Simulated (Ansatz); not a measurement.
# AlAu (Pm-3m) in Ansatz: a series of runs

The runs below take AlAu through band structure, with LDA, PBEsol.

Everything below comes from runs of Ansatz 0.2.0. Logs are shortened: lines on timing, memory, paths and dates and some standing lists are left out, and cuts for length are marked.

### Step 1. The crystal as given

The structure is cubic, space group Pm-3m (No. 221). Conventional cell: a = 3.224 Å, b = 3.224 Å, c = 3.224 Å, α = 90.00°, β = 90.00°, γ = 90.00°. Around Au (site symmetry m-3m) lie 8 Al at 2.79 Å. Al (site symmetry m-3m) is surrounded by 8 Au at 2.79 Å.

The cell comes from a database or a generator and needn't be the stable form of this composition.

### Step 2. Band structure, LDA

The input, input.yaml:

```yaml
crystal:
  lattice:
    - [3.223942, 0.0, 0.0]
    - [0.0, 3.223942, 0.0]
    - [0.0, 0.0, 3.223942]
  atoms:
    - { symbol: Au, position: [0.5, 0.5, 0.5] }
    - { symbol: Al, position: [0.0, 0.0, 0.0] }
kpoints:
  mp_grid: { grid: [8, 8, 8] }
  band_path:
    path:
      - [0.0, 0.0, 0.0]
      - [0.0, 0.5, 0.0]
      - [0.5, 0.5, 0.0]
      - [0.0, 0.0, 0.0]
      - [0.5, 0.5, 0.5]
      - [0.0, 0.5, 0.0]
    npoints: 10
scf:
  occupations: { method: fermi_dirac, width: 0.05 }
hamiltonian:
  xc: lda
  pseudopotentials: { kind: all_electron, lapw: { basis_error: 0.001 } }
output:
  forces: true
  stress: true
  eigenvalues: true
```

Potentials or basis: all-electron LAPW, scalar-relativistic.

The run is started by

```sh
ansatz run input.yaml --threads 1 --pin off --max-ram 3072MiB --backend cpu --events-out ev --progress --plain --runs-dir out
```

The log of the run:

```text
Warning: RAYON_NUM_THREADS=1 ignored (pool sized by the plan → 1); use --threads N
LAPW: plane waves up to 7.376 Å⁻¹, error target 1.0e-3 eV per atom; small_component_spin mean_spin; Al in spheres of 1.234 Å, 11 of its electrons in bands, Dirac shells []; Au in spheres of 1.558 Å, 33 of its electrons in bands, Dirac shells [] (how accurate: hamiltonian.pseudopotentials.lapw.basis_error, Limitations)
Engine: ansatz 0.2.0, x86_64-unknown-linux-gnu
Pseudopotentials: kind: all_electron
Pseudopotential: Au, LAPW, valence charge 33, lapw/all_electron/scalar/gaussian/Au, Koelling and Harmon's equation, gaussian nucleus
Pseudopotential: Al, LAPW, valence charge 11, lapw/all_electron/scalar/gaussian/Al, Koelling and Harmon's equation, gaussian nucleus
Functional definition: SPW92
  exchange = slater_x
  correlation = pw_c
Crystal: 2 atoms, lattice volume = 33.509 Å³
Basis set: ecut = 207.28328613144214 eV, 251 PW (Γ), exchange–correlation at level 2
Bands: 27, of which v1, the nominal top of the filled ones, is band 22 counted from 1 (21 counted from 0)
Symmetry: 48 space group operations
Space group: Pm-3m (ITA 221), of the structure as read, at distance tolerance 3.2e-5 Å
k-points: 35 of 512
Non-local potential: Au, projectors of the file, none
Non-local potential: Al, projectors of the file, none
Initial density: superposition of atomic densities (chi_scale 0.1, normalization cell, long waves kept (reshape's long-wave potential 0.00 eV rms))
Initial wavefunctions: plane waves of lowest kinetic energy (no species holds an atomic orbital)
Functional: x = slater, c = lda
iter 1 solved again at ethr=3.03e-4 eV; its pass at ethr=1.00e-1 eV (dr2=1.33e-1 eV) is discarded
SCF iter   1: F=—  HF=-523524.994789 eV  |F-HF|=—  |Δ(HF+E_count)|=         —  Δρ=2.26e-2  dr2=1.34e-1  ethr=3.03e-4  ⟨swp⟩=2.8  Hψ=6153  notcnv=0
preconditioner: auto → Kerker (q_TF=auto, 2.855 Å⁻¹)  [metal: Δε(μ)=0.048 eV  Ē_g=10.290 eV  σ=0.050 eV  W_gap=0.24  n_scr=18 (ndim 8)  ℏωp=24.0 eV  f_vac=0.000  D(μ)=1.32/eV (n_scr^D=6)]
SCF iter   2: F=—  HF=-523524.501090 eV  |F-HF|=—  |Δ(HF+E_count)|=   4.94e-1  Δρ=1.71e-2  dr2=1.80e-1  ethr=3.03e-4  ⟨swp⟩=3.0  Hψ=3179  notcnv=0
SCF iter   3: F=—  HF=-523524.220857 eV  |F-HF|=—  |Δ(HF+E_count)|=   2.80e-1  Δρ=8.99e-3  dr2=3.89e-2  ethr=3.03e-4  ⟨swp⟩=2.1  Hψ=2852  notcnv=0
SCF iter   4: F=—  HF=-523524.206531 eV  |F-HF|=—  |Δ(HF+E_count)|=         —  Δρ=4.38e-3  dr2=1.11e-2  ethr=8.83e-5  ⟨swp⟩=2.0  Hψ=2721  notcnv=0
the basis was enlarged: its passes take 504.7 KiB over the memory plan, 1 of 1 planned eigensolver slots
SCF iter   5: F=—  HF=-523524.203569 eV  |F-HF|=—  |Δ(HF+E_count)|=   2.96e-3  Δρ=2.03e-3  dr2=2.49e-3  ethr=2.52e-5  ⟨swp⟩=2.0  Hψ=2686  notcnv=0
iter 6 solved again at ethr=1.35e-7 eV; its pass at ethr=5.66e-6 eV (dr2=5.94e-5 eV) is discarded
SCF iter   6: F=—  HF=-523524.203088 eV  |F-HF|=—  |Δ(HF+E_count)|=   4.82e-4  Δρ=3.57e-4  dr2=5.92e-5  ethr=1.35e-7  ⟨swp⟩=2.0  Hψ=4619  notcnv=0
SCF iter   7: F=—  HF=-523524.203066 eV  |F-HF|=—  |Δ(HF+E_count)|=   2.16e-5  Δρ=2.05e-4  dr2=1.92e-5  ethr=1.35e-7  ⟨swp⟩=2.0  Hψ=2685  notcnv=0
SCF iter   8: F=—  HF=-523524.203062 eV  |F-HF|=—  |Δ(HF+E_count)|=   4.20e-6  Δρ=6.50e-5  dr2=2.06e-6  ethr=4.37e-8  ⟨swp⟩=2.0  Hψ=2685  notcnv=0
SCF iter   9: F=—  HF=-523524.203062 eV  |F-HF|=—  |Δ(HF+E_count)|=   5.81e-8  Δρ=2.68e-5  dr2=2.18e-7  ethr=4.68e-9  ⟨swp⟩=2.0  Hψ=2685  notcnv=0
SCF iter  10: F=-523524.203062 eV  HF=-523524.203062 eV  |F-HF|=3.49e-10  |Δ(HF+E_count)|=   1.10e-7  Δρ=7.43e-6  dr2=1.55e-8  ethr=4.97e-10  ⟨swp⟩=2.0  Hψ=2685  notcnv=0
SCF 1 converged in 10 iterations: F = -523524.203062 eV  dr2 = 1.55e-8
NSCF: frozen V_eff on 51 k-points
SCF converged after 10 iterations
Free energy (F): -523524.203062 eV
Harris-Foulkes:  -523524.203062 eV  (|F-HF|=3.49e-10)
Internal energy: -523524.195532 eV  (E = F + TS)
E sigma→0 (E₀):  -523524.199297 eV
Entropy (-TS):   -0.007529 eV (-3.765 meV/atom)
Fermi energy:    18.157273 eV
--- Per-component energies (eV) ---
  E_band       = -1561.578055
  E_kinetic    = 595619.804545
  E_xc         = -10109.319384
  E_electrostatic = -1109034.680694  (all electrons and nuclei)
  E_smearing   = -0.007529  (= −TS)
  E_closure    = 0.000000  (closes the sum)
  E_atoms      = -523515.008487  (free atoms, spherical and without spin; not in F)
  Σ components = -523524.203062   (vs F -523524.203062, Δ=0.00e0)
  Basis errors (estimates in eV, not in F): energy 2.6e-4 per atom: plane waves 2.3e-4 (1.2e-4 summed), levels above the bands 3.1e-34, relativity 5.8e-9, radial functions 3.4e-5, core shells 6.0e-7; eigenvalues (radial functions only) 2.0e-6; not estimated: angular momenta, meshes, grids; target (lapw.basis_error) 1.0e-3; muffin-tin radii Al 1.234 Å, Au 1.558 Å
--- Forces (eV/Å), atoms counted from 1 ---
  atom   1  Au    -0.00000000    -0.00000000     0.00000000
  atom   2  Al    -0.00000000    -0.00000000     0.00000000
  max |Σ_I F_I| component: 2.93e-30 eV/Å
--- Stress (GPa, compression-positive) ---
       -7.900441       0.000000       0.000000
        0.000000      -7.900441       0.000000
        0.000000       0.000000      -7.900441
  P = ⅓ Tr σ = -7.9004 GPa (-79.004 kbar)
--- Band table (eV; the first three rows and the last of 35) ---
  k-point 0: bands = ["-88.7313", "-85.4935", "-61.8721", "-61.8517", "-61.8517", "-61.8517", "-61.8355", "-61.8355", "-61.8355", "-47.6992", "-47.6992", "-47.6992", "-40.0170", "-40.0170", "-40.0170", "6.8358", "11.5847", "11.5847", "13.4666", "13.4666", "13.4666", "20.9522", "20.9522", "20.9522", "24.6174", "25.6361", "25.6361"]
  k-point 1: bands = ["-88.7312", "-85.4935", "-61.8721", "-61.8517", "-61.8517", "-61.8517", "-61.8355", "-61.8355", "-61.8355", "-47.6996", "-47.6992", "-47.6992", "-40.0214", "-40.0167", "-40.0167", "7.0900", "11.6327", "11.6784", "13.3156", "13.3156", "13.4830", "19.3092", "21.3413", "21.3413", "25.1197", "25.3809", "27.2557"]
  k-point 2: bands = ["-88.7310", "-85.4935", "-61.8721", "-61.8517", "-61.8517", "-61.8517", "-61.8356", "-61.8355", "-61.8355", "-47.7004", "-47.6991", "-47.6991", "-40.0320", "-40.0160", "-40.0160", "7.8243", "11.7522", "11.8359", "12.9858", "12.9858", "13.5229", "16.9864", "22.3864", "22.3864", "24.7890", "25.5414", "30.1052"]
  k-point 34: bands = ["-88.7294", "-85.4932", "-61.8721", "-61.8517", "-61.8517", "-61.8517", "-61.8356", "-61.8356", "-61.8356", "-47.7012", "-47.7012", "-47.7012", "-40.0418", "-40.0418", "-40.0418", "11.0643", "11.0643", "11.0643", "14.3548", "14.3548", "17.6157", "19.0871", "19.0871", "19.0871", "20.1656", "21.7689", "21.7689"]
```

Wall time 13 s (1 thread of Intel Xeon Platinum 8175M at 2.50GHz (Skylake/Cascade Lake), shared host); peak memory 0.33 GiB.

What came out:

```yaml
Free_energy: -523524.2031 eV
Pressure: -7.9 GPa
Band_gap_along_the_path: none (metal or under the smearing width)
```

Levels at the corners of the path, in eV from the Fermi level:
```csv
point,band 20,band 21,band 22,band 23,band 24,band 25
Γ,-4.69,-4.69,2.79,2.79,2.79,6.46
X,-5.58,-4.58,-3.29,5.84,7.26,7.26
M,-3.85,-3.44,-3.44,-1.31,0.67,7.06
Γ,-4.69,-4.69,2.79,2.79,2.79,6.46
R,-3.80,-0.54,0.93,0.93,0.93,2.01
X,-5.58,-4.58,-3.29,5.84,7.26,7.26
```

Caveat: spin-orbit coupling is left out, which moves the levels of the heavy elements.

### Step 3. Band structure, PBEsol

Changes to input.yaml since step 2:

```diff
@@ -22,3 +22,3 @@
 hamiltonian:
-  xc: lda
+  xc: pbesol
   pseudopotentials: { kind: all_electron, lapw: { basis_error: 0.001 } }
```

Potentials or basis: all-electron LAPW, scalar-relativistic.

The run is started by

```sh
ansatz run input.yaml --threads 1 --pin off --max-ram 3072MiB --backend cpu --events-out ev --progress --plain --runs-dir out
```

Run time: 13 s. Hardware: 1 thread of Intel Xeon Platinum 8175M at 2.50GHz (Skylake/Cascade Lake), shared host; peak memory 0.34 GiB.

The run converged. Its results:

```
Free energy             : -523677.7913 eV
Pressure                : -5.1 GPa
Band gap along the path : none (metal or under the smearing width)
```

Levels at the corners of the path, in eV from the Fermi level:
| point | band 19 | band 20 | band 21 | band 22 | band 23 | band 24 | band 25 | band 26 |
| --- | --- | --- | --- | --- | --- | --- | --- | --- |
| Γ | -4.69 | -4.69 | -4.69 | 2.81 | 2.81 | 2.81 | 6.63 | 7.39 |
| X | -5.58 | -5.58 | -4.58 | -3.29 | 5.75 | 7.25 | 7.25 | 7.91 |
| M | -5.36 | -3.86 | -3.48 | -3.48 | -1.28 | 0.72 | 7.15 | 10.76 |
| Γ | -4.69 | -4.69 | -4.69 | 2.81 | 2.81 | 2.81 | 6.63 | 7.39 |
| R | -3.81 | -3.81 | -0.44 | 0.90 | 0.90 | 0.90 | 2.10 | 3.58 |
| X | -5.58 | -5.58 | -4.58 | -3.29 | 5.75 | 7.25 | 7.25 | 7.91 |

Caveat: spin-orbit coupling is left out, which moves the levels of the heavy elements.
